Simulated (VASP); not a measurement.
A run of VASP 6.6.1 is set up as follows.

Contents of INCAR:

```
PREC = Accurate
ENCUT = 520
EDIFF = 1E-7
ISMEAR = 0
SIGMA = 0.02
LREAL = False
LASPH = True
NELM = 100
ALGO = Normal
ISIF = 2
LWAVE = False
LCHARG = True
GGA = PE
IVDW = 12
LELF = True
LVHAR = True
NBANDS = 27
```

Contents of KPOINTS:

```
regular mesh
0
Gamma
  6 6 6
```

The input POSCAR:

```
BaHfO3
1.0
    4.1833901970      0.0000000000      0.0000000000
    0.0000000000      4.1833901970      0.0000000000
    0.0000000000      0.0000000000      4.1834000015
Ba Hf O
1 1 3
Direct
    0.5000000000      0.5000000000      0.9980021071
    0.0000000000      0.0000000000      0.4980037003
    0.0000000000      0.5000000000      0.4980058109
    0.5000000000      0.0000000000      0.4980058109
    0.0000000000      0.0000000000      0.9980043308
```

Potentials or basis: VASP PAW PBE potentials, release 64 (Ba_sv, Hf_pv, O).

The run is started by

```sh
$ cat potpaw_PBE.64/Ba_sv/POTCAR potpaw_PBE.64/Hf_pv/POTCAR potpaw_PBE.64/O/POTCAR > POTCAR
$ mpirun -np 1 vasp_std > vasp.out
```

Problem. Predict the dispersion energy per atom.

Solution. -0.232 eV.

Problem. Estimate the band gap on the k mesh.

Solution. 3.57 eV, indirect (least direct gap 3.79 eV).

Caveat: spin-orbit coupling is left out, which moves the levels of the heavy elements. PBE gaps usually lie below the measured ones, often by a third to a half.
